**Energy-loss spectrum of GaAs: plasmon position, shape and sum rules**

The table holds the loss function $-\mathrm{Im}(1/\varepsilon)$ of zincblende GaAs from 0 to 39.4 eV at $q=0.241$ Å$^{-1}$, from Yambo with a Hartree kernel on LDA states. The program compares the computed maximum at 15.48 eV with the parameter-free free-electron plasmon for 8, 18 and 28 electrons per cell, and evaluates exact bounds, the Drude mirror symmetry and two sum rules. Eight s,p electrons give 15.62 eV (0.9 % high, 2.2 % with the shift at finite $q$), while the counts with 3d electrons are 51 % and 89 % too high. The peak is up to 4.8 eV wide against 0.4 eV from the damping and is heavier on its high side than a Drude peak centred at the computed maximum. The static sum reaches 94 % of its target, and the output marks the zero-energy row as a broadening artefact and estimates that the empty bands reach only about 26 eV above the valence top.

Loss function of zincblende GaAs from Yambo 5.3.0, by linear response with a Hartree kernel on Quantum ESPRESSO LDA states with PseudoDojo 0.4.1 scalar-relativistic potentials. The momentum transfer is 1/8 of a reciprocal lattice vector, with an 8×8×8 k-mesh, 34 bands, a 3 Ry screening block, 0.2 eV damping and no quasiparticle correction.

## Numerical check

```python
# Table: loss function L = -Im(1/eps) of GaAs against energy (Yambo, Hartree kernel on LDA states, finite q).
# Tested: free-electron gas estimate of the plasmon, exact bounds and sum rules, shape, sampling limits.
T = {
    'row': [1, 2, 3, 4, 5, 6, 7, 8, 9, 10, 11, 12, 13, 14, 15, 16, 17, 18, 19, 20, 21, 22, 23, 24, 25, 26, 27, 28, 29, 30],
    'loss_function': [0.004, 0.008, 0.026, 0.057, 0.078, 0.121, 0.204, 0.272, 0.484, 0.674, 1.312, 2.635, 2.239, 1.543, 1.094, 0.955, 0.694, 0.507, 0.455, 0.35, 0.308, 0.333, 0.238, 0.23, 0.155, 0.171, 0.152, 0.136, 0.178, 0.195],
    'loss_energy': [0.0, 1.41, 2.61, 4.02, 5.43, 6.83, 8.04, 9.45, 10.85, 12.26, 13.47, 14.87, 16.28, 17.69, 18.89, 20.3, 21.71, 23.12, 24.32, 25.73, 27.14, 28.54, 29.75, 31.16, 32.56, 33.97, 35.18, 36.58, 37.99, 39.4],  # eV
}
import numpy as np
from scipy import constants as c
from scipy.integrate import cumulative_trapezoid as ct
L = np.array(T["loss_function"], float); E = np.array(T["loss_energy"], float)
# further outputs and settings of the same run
Ep, Ea, Ha, eps, eps_ip, gap, eta = 15.47739, 5.025126, 15.18023, 9.377352, 10.44469, 0.27954, 0.2
A = 2.827*np.array([[0, 1, 1], [1, 0, 1], [1, 1, 0]], float); nb, nel = 34, 28
V = abs(np.linalg.det(A)); q = 0.125*np.linalg.norm(2*np.pi*np.linalg.inv(A).T[2])
step = 40/199; k = np.round(E/step); m = int(L.argmax())
print(f"cell volume {V:.2f} A^3, |q| {q:.3f} 1/A, filled bands {nel//2}, empty bands {nb-nel//2}")
print(f"grid step {step:.3f} eV; rows {int(np.diff(k).min())}-{int(np.diff(k).max())} steps apart; largest offset from grid {abs(E-k*step).max():.3f} eV")
print(f"rounding of L 0.0005: {100*0.0005/L[0]:.1f} % of row 1, {100*0.0005/L[m]:.3f} % of row {m+1}")
print(f"largest L in table: row {m+1}, {L[m]:.3f} at {E[m]:.2f} eV; run maximum {Ep:.2f} eV (grid point {Ep/step:.1f})")
print(f"run maximum lies {Ep-E[m]:.2f} eV above row {m+1} and {E[m+1]-Ep:.2f} eV below row {m+2}")
wp = lambda N: c.hbar*np.sqrt(N/V*1e30*c.e**2/(c.epsilon_0*c.m_e))/c.e
h2m = c.hbar**2/c.m_e/c.e*1e20
kF = lambda N: (3*np.pi**2*N/V)**(1/3)
for N, s in ((8, "s,p"), (18, "s,p + Ga 3d"), (28, "s,p + both 3d")):
    print(f"free-electron plasmon, {N} e ({s}): {wp(N):.2f} eV, {wp(N)-Ep:+.2f} eV, {100*(wp(N)/Ep-1):+.1f} %")
wq = np.sqrt(wp(8)**2 + 0.6*(h2m*kF(8)*q)**2)
print(f"same gas at this q: {wq:.2f} eV, shift {wq-wp(8):+.2f} eV, {100*(wq/Ep-1):+.1f} % from run maximum")
print(f"electrons per cell matching the run maximum at q = 0: {8*(Ep/wp(8))**2:.2f}")
print(f"same gas, lattice constant +1 %: shift {wp(8)*(1.01**-1.5-1):+.2f} eV")
reach = 0.5*h2m*(kF(2*(nb-10))**2 - kF(8)**2)
print(f"same gas, top of {nb-10} non-d bands: about {reach:.0f} eV above valence top; first row beyond: {int(np.argmax(E > reach))+1}")
print(f"absorption peak {Ea:.2f} eV: L there at most 1/{Ha:.2f} = {1/Ha:.3f}; rows 4, 5: {L[3]:.3f}, {L[4]:.3f}")
print(f"L row {m+1} / L row 5 = {L[m]/L[4]:.1f}; loss peak / absorption peak energy = {Ep/Ea:.2f}")
print(f"|eps| at most 1/L: row 5 {1/L[4]:.1f}, row 12 {1/L[11]:.2f}, row 13 {1/L[12]:.2f}")
h = L[m]/2; lo = np.interp(h, L[:m+1], E[:m+1]); hi = np.interp(h, L[m:20][::-1], E[m:20][::-1])
print(f"half of row {m+1} height crossed at {lo:.2f} and {hi:.2f} eV: width {hi-lo:.1f} eV (true peak higher, width smaller)")
print(f"low side {Ep-lo:.1f} eV, high side {hi-Ep:.1f} eV; width / (2 x damping) = {(hi-lo)/(2*eta):.0f}")
print("E*L at mirror energy Ep^2/E over E*L at E (1 for any Drude peak):")
R = []
for i in (7, 8, 9, 10):
    Em = Ep**2/E[i]; R.append(np.interp(Em, E, E*L)/(E[i]*L[i]))
    print(f"  row {i+1}: {E[i]:.2f} eV, mirror {Em:.2f} eV, ratio {R[-1]:.1f}")
Neff = 8*ct(E*L, E, initial=0)/(np.pi/2*wp(8)**2)
print("f-sum electron count per cell: " + ", ".join(f"{Neff[i]:.1f} to {E[i]:.1f} eV" for i in (9, 15, 19, 29)))
N2 = 8*ct((E*L)[1::2], E[1::2])[-1]/(np.pi/2*wp(8)**2)
print(f"same count from even rows only {N2:.1f}; full count is {100*Neff[-1]/nel:.0f} % of {nel}")
S = 2/np.pi*ct(L[1:]/E[1:], E[1:], initial=0); S2 = 2/np.pi*ct(L[1::2]/E[1::2], E[1::2])[-1]; tgt = 1-1/eps
print("static sum (2/pi) int L/E dE, rows 2-30 (row 1 at E = 0 is a broadening artefact):")
print(f"  {S[-1]:.3f} against 1-1/eps = {tgt:.3f}: {100*S[-1]/tgt:.0f} %; even rows only {S2:.3f}")
print(f"  share from rows 9-17: {100*(S[15]-S[7])/S[-1]:.0f} %; from rows 2-6: {100*S[4]/S[-1]:.0f} %")
e2 = L[0]*eps**2
print(f"row 1 implies eps2 about {e2:.2f}; eps2/(eps1-1) = {e2/(eps-1):.3f}; damping/absorption peak = {eta/Ea:.3f}")
print(f"local fields: eps {eps_ip:.2f} to {eps:.2f}, {eps-eps_ip:+.2f}, {100*(eps/eps_ip-1):+.1f} %")
print(f"LDA gap {gap:.2f} eV is {100*gap/1.5:.0f} % of about 1.5 eV (rough recalled value); gap/damping {gap/eta:.1f}")
d = np.diff(L)
for i in range(m, len(d)):
    if d[i] > 0: print(f"rise in tail: row {i+1} to {i+2} ({E[i+1]:.2f} eV): {d[i]:+.3f}, {100*d[i]/L[i]:+.0f} %")
print(f"rows 28 to 30: {L[29]-L[27]:+.3f}, {100*(L[29]/L[27]-1):+.0f} %; row 28 / row {m+1} = {L[27]/L[m]:.3f}")
assert m == 11 and E[m] < Ep < E[m+1] and np.all(d[:m] > 0)
assert abs(wp(8)/Ep-1) < 0.05 and wp(18)/Ep > 1.4
assert min(R) > 1.2 and hi-lo > 10*eta
assert 0.85 < S[-1]/tgt < 1.05
```

It prints:

```
cell volume 45.19 A^3, |q| 0.241 1/A, filled bands 14, empty bands 20
grid step 0.201 eV; rows 6-7 steps apart; largest offset from grid 0.004 eV
rounding of L 0.0005: 12.5 % of row 1, 0.019 % of row 12
largest L in table: row 12, 2.635 at 14.87 eV; run maximum 15.48 eV (grid point 77.0)
run maximum lies 0.61 eV above row 12 and 0.80 eV below row 13
free-electron plasmon, 8 e (s,p): 15.62 eV, +0.15 eV, +0.9 %
free-electron plasmon, 18 e (s,p + Ga 3d): 23.44 eV, +7.96 eV, +51.4 %
free-electron plasmon, 28 e (s,p + both 3d): 29.23 eV, +13.75 eV, +88.9 %
same gas at this q: 15.82 eV, shift +0.19 eV, +2.2 % from run maximum
electrons per cell matching the run maximum at q = 0: 7.85
same gas, lattice constant +1 %: shift -0.23 eV
same gas, top of 24 non-d bands: about 26 eV above valence top; first row beyond: 21
absorption peak 5.03 eV: L there at most 1/15.18 = 0.066; rows 4, 5: 0.057, 0.078
L row 12 / L row 5 = 33.8; loss peak / absorption peak energy = 3.08
|eps| at most 1/L: row 5 12.8, row 12 0.38, row 13 0.45
half of row 12 height crossed at 13.48 and 18.29 eV: width 4.8 eV (true peak higher, width smaller)
low side 2.0 eV, high side 2.8 eV; width / (2 x damping) = 12
E*L at mirror energy Ep^2/E over E*L at E (1 for any Drude peak):
  row 8: 9.45 eV, mirror 25.35 eV, ratio 3.7
  row 9: 10.85 eV, mirror 22.08 eV, ratio 2.7
  row 10: 12.26 eV, mirror 19.54 eV, ratio 2.4
  row 11: 13.47 eV, mirror 17.78 eV, ratio 1.5
f-sum electron count per cell: 0.4 to 12.3 eV, 4.8 to 20.3 eV, 6.3 to 25.7 eV, 8.3 to 39.4 eV
same count from even rows only 8.5; full count is 30 % of 28
static sum (2/pi) int L/E dE, rows 2-30 (row 1 at E = 0 is a broadening artefact):
  0.839 against 1-1/eps = 0.893: 94 %; even rows only 0.857
  share from rows 9-17: 72 %; from rows 2-6: 5 %
row 1 implies eps2 about 0.35; eps2/(eps1-1) = 0.042; damping/absorption peak = 0.040
local fields: eps 10.44 to 9.38, -1.07, -10.2 %
LDA gap 0.28 eV is 19 % of about 1.5 eV (rough recalled value); gap/damping 1.4
rise in tail: row 21 to 22 (28.54 eV): +0.025, +8 %
rise in tail: row 25 to 26 (33.97 eV): +0.016, +10 %
rise in tail: row 28 to 29 (37.99 eV): +0.042, +31 %
rise in tail: row 29 to 30 (39.40 eV): +0.017, +10 %
rows 28 to 30: +0.059, +43 %; row 28 / row 12 = 0.052
```
